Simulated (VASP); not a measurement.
# InPd (Pm-3m) in VASP: notebook

The runs below take InPd through relaxation of cell and atoms, with rev-vdW-DF2, BEEF-vdW.

All numbers are computed with VASP 6.6.1; they aren't measurements. Logs are shortened: lines on timing, memory, paths and dates and some standing lists are left out, and cuts for length are marked.

### 1 Starting point

Symmetry: Pm-3m, No. 221, cubic system. The conventional cell has a = 3.272 Å, b = 3.272 Å, c = 3.272 Å, α = 90.00°, β = 90.00°, γ = 90.00°. In (site symmetry m-3m) is surrounded by 8 Pd at 2.83 Å. Pd (site symmetry m-3m) has 8 In at 2.83 Å as nearest neighbours.

The cell comes from a database or a generator and needn't be the stable form of this composition.

### 2 Relaxation of cell and atoms, rev-vdW-DF2

The input, INCAR:

```
SYSTEM = InPd
PREC = Accurate
ENCUT = 600
EDIFF = 1E-7
ISMEAR = -1
SIGMA = 0.05
LREAL = .FALSE.
LASPH = .TRUE.
NELM = 80
ALGO = Normal
ISIF = 3
LWAVE = .FALSE.
LCHARG = .FALSE.
GGA = MK
LUSE_VDW = .TRUE.
AGGAC = 0.0
PARAM1 = 0.1234
PARAM2 = 0.711357
ZAB_VDW = -1.8867
IBRION = 2
NSW = 40
EDIFFG = -0.01
```

The input, KPOINTS:

```
regular mesh
0
G
  8 8 8
  0 0 0
```

The input, POSCAR:

```
InPd
1.0
    3.2718847800      0.0000000000      0.0000000000
    0.0000000000      3.2718847800      0.0000000000
    0.0000000000      0.0000000000      3.2718847800
In Pd
1 1
Direct
    0.0000000000      0.0000000000      0.0000000000
    0.5000000000      0.5000000000      0.5000000000
```

Potentials or basis: VASP PAW PBE potentials, release 64 (In_d, Pd).

Started as:

```console
$ cat potpaw_PBE.64/In_d/POTCAR potpaw_PBE.64/Pd/POTCAR > POTCAR
$ mpirun -np 1 vasp_std > vasp.out
```

OUTCAR:

```text
SYSTEM = InPd
   PREC = Accurate
   ENCUT = 600
   EDIFF = 1E-7
   ISMEAR = -1
   LREAL = .FALSE.
   LASPH = .TRUE.
   NELM = 80
   ISIF = 3
   GGA = MK
   IBRION = 2
   NSW = 40
   EDIFFG = -0.01

 ion  position               nearest neighbor table
   1  0.000  0.000  0.000-   2 2.83   2 2.83   2 2.83   2 2.83   2 2.83   2 2.83   2 2.83   2 2.83

   2  0.500  0.500  0.500-   1 2.83   1 2.83   1 2.83   1 2.83   1 2.83   1 2.83   1 2.83   1 2.83

  LATTYP: Found a simple cubic cell.
 ALAT       =     3.2718847800

  Lattice vectors:

 A1 = (   3.2718847800,   0.0000000000,   0.0000000000)
 A2 = (   0.0000000000,   3.2718847800,   0.0000000000)
 A3 = (   0.0000000000,   0.0000000000,   3.2718847800)

Analysis of symmetry for initial positions (statically):
=====================================================================
 Subroutine PRICEL returns:
 Original cell was already a primitive cell.

 Routine SETGRP: Setting up the symmetry group for a
 simple cubic supercell.

 Subroutine GETGRP returns: Found 48 space group operations
 (whereof 48 operations were pure point group operations)
 out of a pool of 48 trial point group operations.

The static configuration has the point symmetry O_h .

Analysis of symmetry for dynamics (positions and initial velocities):
=====================================================================
 Subroutine PRICEL returns:
 Original cell was already a primitive cell.

 Routine SETGRP: Setting up the symmetry group for a
 simple cubic supercell.

 Subroutine GETGRP returns: Found 48 space group operations
 (whereof 48 operations were pure point group operations)
 out of a pool of 48 trial point group operations.

The dynamic configuration has the point symmetry O_h .

 Subroutine INISYM returns: Found 48 space group operations
 (whereof 48 operations are pure point group operations),
 and found     1 'primitive' translations

----------------------------------------------------------------------------------------

                                     Primitive cell

  volume of cell :      35.0263

  direct lattice vectors                    reciprocal lattice vectors
     3.271884780  0.000000000  0.000000000     0.305634234  0.000000000  0.000000000
     0.000000000  3.271884780  0.000000000     0.000000000  0.305634234  0.000000000
     0.000000000  0.000000000  3.271884780     0.000000000  0.000000000  0.305634234

  length of vectors
     3.271884780  3.271884780  3.271884780     0.305634234  0.305634234  0.305634234

  position of ions in fractional coordinates (direct lattice)
     0.000000000  0.000000000  0.000000000
     0.500000000  0.500000000  0.500000000

  ion indices of the primitive-cell ions
   primitive index   ion index
                 1           1
                 2           2

----------------------------------------------------------------------------------------

 KPOINTS: regular mesh

Automatic generation of k-mesh.
 Grid dimensions read from file:
 generate k-points for:    8    8    8

 Generating k-lattice:

  Cartesian coordinates                     Fractional coordinates (reciprocal lattice)
     0.038204279  0.000000000  0.000000000     0.125000000  0.000000000  0.000000000
     0.000000000  0.038204279  0.000000000     0.000000000  0.125000000  0.000000000
     0.000000000  0.000000000  0.038204279     0.000000000  0.000000000  0.125000000

  Length of vectors
     0.038204279  0.038204279  0.038204279

  Shift w.r.t. Gamma in fractional coordinates (k-lattice)
     0.000000000  0.000000000  0.000000000

 Subroutine IBZKPT returns following result:
 ===========================================

 Found     35 irreducible k-points:

 Following reciprocal coordinates:
            Coordinates               Weight
  0.000000  0.000000  0.000000      1.000000
  0.125000  0.000000  0.000000      6.000000
  0.250000  0.000000  0.000000      6.000000
  0.375000  0.000000  0.000000      6.000000
  0.500000  0.000000  0.000000      3.000000
  0.125000  0.125000  0.000000     12.000000
[... 16 lines left out ...]
  0.375000  0.375000  0.125000     24.000000
  0.500000  0.375000  0.125000     24.000000
 [... further k-points ...]
   k-points           NKPTS =     35   k-points in BZ     NKDIM =     35   number of bands    NBANDS=     15
   number of dos      NEDOS =    301   number of ions     NIONS =      2
   total plane-waves  NPLWV =  21952
   dimension x,y,z NGX =    28 NGY =   28 NGZ =   28
   dimension x,y,z NGXF=    56 NGYF=   56 NGZF=   56
   ions per type =               1   1
   NGX,Y,Z   is equivalent  to a cutoff of  14.23, 14.23, 14.23 a.u.
   NGXF,Y,Z  is equivalent  to a cutoff of  28.45, 28.45, 28.45 a.u.
 SYSTEM =  InPd
   PREC   = accura    normal or accurate (medium, high low for compatibility)
   ISTART =      0    job   : 0-new  1-cont  2-samecut
   ICHARG =      2    charge: 1-file 2-atom 10-const
   ISPIN  =      1    spin polarized calculation?
   LNONCOLLINEAR =      F non collinear calculations
   LSORBIT =      F    spin-orbit coupling
   LASPH  =      T    aspherical Exc in radial PAW
   ENCUT  =  600.0 eV  44.10 Ry    6.64 a.u.   6.53  6.53  6.53*2*pi/ulx,y,z
   NELM   =     80;   NELMIN=  2; NELMDL= -5     # of ELM steps
   EDIFF  = 0.1E-06   stopping-criterion for ELM
   LREAL  =      F    real-space projection
   EDIFFG = -.1E-01   stopping-criterion for IOM
   NSW    =     40    number of steps for IOM
   IBRION =      2    ionic relax: 0-MD 1-quasi-New 2-CG
   NFREE  =      1    steps in history (QN), initial steepest desc. (CG)
   ISIF   =      3    stress and relaxation
   ISYM   =      2    0-nonsym 1-usesym 2-fastsym
   POTIM  = 0.5000    time-step for ionic-motion
   TEBEG  =    0.0;   TEEND  =   0.0 temperature during run
   PSTRESS=    0.0 pullay stress
   NELECT =      23.0000    total number of electrons
   NUPDOWN=      -1.0000    fix difference up-down
   EMIN   =  10.00;   EMAX   =-10.00  energy-range for DOS
   EFERMI =   0.00;   METHOD = LEGACY
   ISMEAR =    -1;   SIGMA  =   0.05  broadening in eV -4-tet -1-fermi 0-gaus
   EFERMI_NEDOS =   21; number of points for ismear=-14 and -15
   IALGO  =     38    algorithm
   IMIX   =      4    mixing-type and parameters
     AMIX     =   0.40;   BMIX     =  1.00
     AMIX_MAG =   1.60;   BMIX_MAG =  1.00
  volume/ion in A,a.u.               =      17.51       118.18
  Fermi-wavevector in a.u.,A,eV,Ry     =   1.422938  2.688964 27.548447  2.024754
  Thomas-Fermi vector in A             =   2.543589
   LORBIT       =      0    0 simple, 1 ext, 2 COOP (PROOUT), +10 PAW based schemes
   GGA     = MK    functional components
   LHFCALC =     F    Hartree Fock is set to
   AEXX    =    0.0000 exact exchange contribution
   IVDW_NL    =     1    kernel type
   BPARAM     = 6.3000
   IVDW    =     0    specifies the selected vdW correction
   LEPSILON=     F    determine dielectric tensor
   LRPA    =     F    only Hartree local field effects (RPA)
 conjugate gradient relaxation of ions
 non-spin polarized calculation
  energy-cutoff  :      600.00
  volume of cell :       35.03
 maximum number of plane-waves:      1189
 NGX is ok and might be reduce to    28
   NGX = 13   NGY = 13   NGZ = 13

--------------------------------------- Ionic step        1  -------------------------------------------

 number of electron      23.0000010 magnetization

 Free energy of the ion-electron system (eV)
  ---------------------------------------------------
  ext. energy  EPLUGINS =         0.00000000
  ---------------------------------------------------
  free energy    TOTEN  =        -3.44484330 eV

  energy without entropy =       -3.43468580  energy(sigma->0) =       -3.43976455

------------------------ aborting loop because EDIFF is reached ----------------------------------------

  FORCE on cell =-STRESS in cart. coord.  units (eV):
  Direction    XX          YY          ZZ          XY          YZ          ZX
  --------------------------------------------------------------------------------------
  -------------------------------------------------------------------------------------
  Total        0.1615483      0.1615483      0.1615483     -0.0000000     -0.0000000      0.0000000
  in kB        7.3895655      7.3895655      7.3895655     -0.0000000     -0.0000000      0.0000000
  external PRESSURE =       7.3895655 kB  Pullay stress =       0.0000000 kB
[... 61 lines left out ...]
Total vdW correction in eV:      3.9386231

--------------------------------------- Ionic step        3  -------------------------------------------

 number of electron      23.0000009 magnetization

 Free energy of the ion-electron system (eV)
  ---------------------------------------------------
  ext. energy  EPLUGINS =         0.00000000
  ---------------------------------------------------
  free energy    TOTEN  =        -3.44530999 eV

  energy without entropy =       -3.43515470  energy(sigma->0) =       -3.44023235

 E-fermi :  10.1931     XC(G=0): -12.2708

 val. band max:       10.1881142018   @ k =   0.3750   0.3750   0.1250
 cond. band min:      10.4198753289   @ k =   0.5000   0.5000   0.3750
 fundamental gap:      0.2317611271
 Fermi energy:        10.1930947501

 k-point     1 :       0.0000    0.0000    0.0000
  band No.  band energies     occupation
      1      -4.6676      2.00000
      2      -4.6676      2.00000
      3      -4.2666      2.00000
      4      -4.2666      2.00000
      5      -4.2666      2.00000
      6       0.2495      2.00000
      7       6.5030      2.00000
      8       6.5030      2.00000
      9       8.0209      2.00000
     10       8.0209      2.00000
     11       8.0209      2.00000
     12      14.4612      0.00000
     13      14.4612      0.00000
     14      14.4612      0.00000
     15      19.4772      0.00000
[... 397 lines left out ...]
 k-point    24 :       0.5000    0.3750    0.1250
  band No.  band energies     occupation
      1      -4.5729      2.00000
      2      -4.4312      2.00000
      3      -4.4196      2.00000
      4      -4.3996      2.00000
      5      -4.1120      2.00000
      6       4.1670      2.00000
      7       6.3582      2.00000
      8       6.7548      2.00000
      9       7.1723      2.00000
     10       8.0382      2.00000
     11       8.7347      2.00000
     12       9.2593      2.00000
     13      12.4196      0.00000
     14      13.7627      0.00000
     15      17.9993      0.00000

 [... further k-points ...]

------------------------ aborting loop because EDIFF is reached ----------------------------------------

  FORCE on cell =-STRESS in cart. coord.  units (eV):
  Direction    XX          YY          ZZ          XY          YZ          ZX
  --------------------------------------------------------------------------------------
  -------------------------------------------------------------------------------------
  Total        0.0010765      0.0010765      0.0010765      0.0000000      0.0000000     -0.0000000
  in kB        0.0489588      0.0489588      0.0489588      0.0000000      0.0000000     -0.0000000
  external PRESSURE =       0.0489588 kB  Pullay stress =       0.0000000 kB
[... 17 lines left out ...]
  FREE ENERGIE OF THE ION-ELECTRON SYSTEM (eV)
  ---------------------------------------------------
  free  energy   TOTEN  =        -3.4453099883 eV

  energy  without entropy=       -3.4351547018  energy(sigma->0) =       -3.44023235

Total vdW correction in eV:      3.9296263

 reached required accuracy - stopping structural energy minimisation
```

Run time: 1.7 min. Hardware: 1 thread of Intel Xeon Platinum 8375C at 2.90GHz (Ice Lake), shared host; peak memory 0.34 GiB.

Results:

```yaml
Free_energy: -3.4453 eV
Relaxed_volume: 17.61 Å³/atom
Relaxed_cell: a = 3.278 Å, b = 3.278 Å, c = 3.278 Å, α = 90.00°, β = 90.00°, γ = 90.00°
Space_group_after_relaxing_to_0.05_Å: Pm-3m (No. 221)
Energy_gained_by_relaxing: 0.2 meV/atom
Ionic_steps: 3
Pressure_after_relaxing: 0.0 GPa
Band_gap_on_the_k_mesh: none (metal or under the smearing width)
```

The path:
```
step  energy change (eV)  largest force (eV/Å)  pressure (GPa)  volume (Å³)
   1              0.0000                0.0000            0.74        35.03
   2              0.0000                0.0000           -0.71        35.44
   3             -0.0005                0.0000            0.00        35.23
```

Final structure:
```
In Pd
1.0
     3.27819    0.00000    0.00000
     0.00000    3.27819    0.00000
     0.00000    0.00000    3.27819
In Pd
1 1
Cartesian
  0.0000 0.0000 0.0000
  1.6391 1.6391 1.6391
```

Caveat: the PAW data sets were made with another functional, which shifts forces and pressure a little.

### 3 Relaxation of cell and atoms, BEEF-vdW

The input, INCAR:

```
SYSTEM = InPd
ALGO = Normal
EDIFF = 1E-7
EDIFFG = -0.02
ENCUT = 600
GGA = BF
IBRION = 2
ISIF = 3
ISMEAR = -1
LASPH = .TRUE.
LCHARG = .FALSE.
LREAL = .FALSE.
LUSE_VDW = .TRUE.
LWAVE = .FALSE.
NELM = 80
NSW = 40
PREC = Accurate
SIGMA = 0.05
ZAB_VDW = -1.8867
```

The input, KPOINTS:

```
k-points
0
G
  8 8 8
  0 0 0
```

POSCAR is that of step 2.

Potentials or basis: VASP PAW PBE potentials, release 64 (In_d, Pd).

Started as:

```console
$ cat potpaw_PBE.64/In_d/POTCAR potpaw_PBE.64/Pd/POTCAR > POTCAR
$ mpirun -np 1 vasp_std > vasp.out
```

OUTCAR:

```text
SYSTEM = InPd
   EDIFF = 1E-7
   EDIFFG = -0.02
   ENCUT = 600
   GGA = BF
   IBRION = 2
   ISIF = 3
   ISMEAR = -1
   LASPH = .TRUE.
   LREAL = .FALSE.
   NELM = 80
   NSW = 40
   PREC = Accurate

 ion  position               nearest neighbor table
   1  0.000  0.000  0.000-   2 2.83   2 2.83   2 2.83   2 2.83   2 2.83   2 2.83   2 2.83   2 2.83

   2  0.500  0.500  0.500-   1 2.83   1 2.83   1 2.83   1 2.83   1 2.83   1 2.83   1 2.83   1 2.83

  LATTYP: Found a simple cubic cell.
 ALAT       =     3.2718847800

  Lattice vectors:

 A1 = (   3.2718847800,   0.0000000000,   0.0000000000)
 A2 = (   0.0000000000,   3.2718847800,   0.0000000000)
 A3 = (   0.0000000000,   0.0000000000,   3.2718847800)

Analysis of symmetry for initial positions (statically):
=====================================================================
 Subroutine PRICEL returns:
 Original cell was already a primitive cell.

 Routine SETGRP: Setting up the symmetry group for a
 simple cubic supercell.

 Subroutine GETGRP returns: Found 48 space group operations
 (whereof 48 operations were pure point group operations)
 out of a pool of 48 trial point group operations.

The static configuration has the point symmetry O_h .

Analysis of symmetry for dynamics (positions and initial velocities):
=====================================================================
 Subroutine PRICEL returns:
 Original cell was already a primitive cell.

 Routine SETGRP: Setting up the symmetry group for a
 simple cubic supercell.

[... 151 lines left out ...]
  ext. energy  EPLUGINS =         0.00000000
  ---------------------------------------------------
  free energy    TOTEN  =        -2.29635538 eV

  energy without entropy =       -2.28622492  energy(sigma->0) =       -2.29129015

 E-fermi :  10.1978     XC(G=0): -12.3609

 val. band max:       10.1841066656   @ k =   0.3750   0.3750   0.1250
 cond. band min:      10.2326003078   @ k =   0.5000   0.5000   0.5000
 fundamental gap:      0.0484936421
 Fermi energy:        10.1977700957

 k-point     1 :       0.0000    0.0000    0.0000
  band No.  band energies     occupation
      1      -5.0538      2.00000
      2      -5.0538      2.00000
      3      -4.6656      2.00000
      4      -4.6656      2.00000
      5      -4.6656      2.00000
      6       0.3100      2.00000
      7       6.4438      2.00000
      8       6.4438      2.00000
      9       7.9622      2.00000
     10       7.9622      2.00000
     11       7.9622      2.00000
     12      14.5991      0.00000
     13      14.5991      0.00000
     14      14.5991      0.00000
[... 490 lines left out ...]
--------------------------------------- Ionic step        3  -------------------------------------------

 number of electron      23.0000000 magnetization

 Free energy of the ion-electron system (eV)
  ---------------------------------------------------
  ext. energy  EPLUGINS =         0.00000000
  ---------------------------------------------------
  free energy    TOTEN  =        -2.33223408 eV

  energy without entropy =       -2.32186434  energy(sigma->0) =       -2.32704921

 E-fermi :   9.3968     XC(G=0): -12.0471

 val. band max:        9.3349096508   @ k =   0.3750   0.2500   0.1250
 cond. band min:       9.4141863527   @ k =   0.3750   0.3750   0.1250
 fundamental gap:      0.0792767019
 Fermi energy:         9.3967853929

 k-point     1 :       0.0000    0.0000    0.0000
  band No.  band energies     occupation
      1      -5.7416      2.00000
      2      -5.7416      2.00000
      3      -5.4110      2.00000
      4      -5.4110      2.00000
      5      -5.4110      2.00000
      6      -0.0659      2.00000
      7       5.8958      2.00000
      8       5.8958      2.00000
      9       7.2830      2.00000
     10       7.2830      2.00000
     11       7.2830      2.00000
     12      13.6977      0.00000
     13      13.6977      0.00000
     14      13.6977      0.00000
[... 448 lines left out ...]
  energy  without entropy=       -2.3218643433  energy(sigma->0) =       -2.32704921

Total vdW correction in eV:      4.0349155

 reached required accuracy - stopping structural energy minimisation
```

Wall time 2.4 min (1 thread of Intel Xeon Platinum 8375C at 2.90GHz (Ice Lake), shared host); peak memory 0.33 GiB.

Results:

```
Free energy                            : -2.3322 eV
Relaxed volume                         : 18.49 Å³/atom
Relaxed cell                           : a = 3.331 Å, b = 3.331 Å, c = 3.331 Å, α = 90.00°, β = 90.00°, γ = 90.00°
Space group after relaxing (to 0.05 Å) : Pm-3m (No. 221)
Energy gained by relaxing              : 17.9 meV/atom
Ionic steps                            : 3
Pressure after relaxing                : 0.0 GPa
Band gap on the k mesh                 : none (metal or under the smearing width)
```

Step by step:
```tsv
step	energy change (eV)	largest force (eV/Å)	pressure (GPa)	volume (Å³)
1	0.0000	0.0000	6.34	35.03
2	-0.0150	0.0000	-3.63	38.66
3	-0.0359	0.0000	-0.03	36.97
```

Final structure:
```
CELL_PARAMETERS angstrom
3.33135 0.00000 0.00000
0.00000 3.33135 0.00000
0.00000 0.00000 3.33135
ATOMIC_POSITIONS crystal
In 0.00000 0.00000 0.00000
Pd 0.50000 0.50000 0.50000
```

Caveat: the PAW data sets were made with another functional, which shifts forces and pressure a little.

### 4 For comparison

An earlier run on the cell as given: functional PBE; potentials or basis VASP PAW PBE potentials, release 64 (In_d, Pd); cutoff 520 eV; k mesh 8 × 8 × 8; occupations fermi-dirac, width 0.05 eV; no spin polarisation.

* Pressure: 3.7 GPa
* Band gap on the k mesh: none (metal or under the smearing width)

### 5 Summary

| task | level | cell | cutoff (eV) | gap on the mesh (eV) | pressure (GPa) | relaxed volume (Å³/atom) |
| --- | --- | --- | --- | --- | --- | --- |
| relaxation of cell and atoms | rev-vdW-DF2 | relaxed | 600 | none | 0.0 | 17.61 |
| relaxation of cell and atoms | BEEF-vdW | relaxed | 600 | none | 0.0 | 18.49 |
| single point | PBE | as given | 520 | none | 3.7 | - |

Alike in all rows: potentials or basis VASP PAW PBE potentials, release 64 (In_d, Pd); no spin polarisation; k mesh 8 × 8 × 8; smearing fermi-dirac 0.05 eV.

Caveats: the PAW data sets were made with another functional, which shifts forces and pressure a little (some runs).

Total energies depend on the potentials used, so only differences within one code and one set of settings carry meaning.
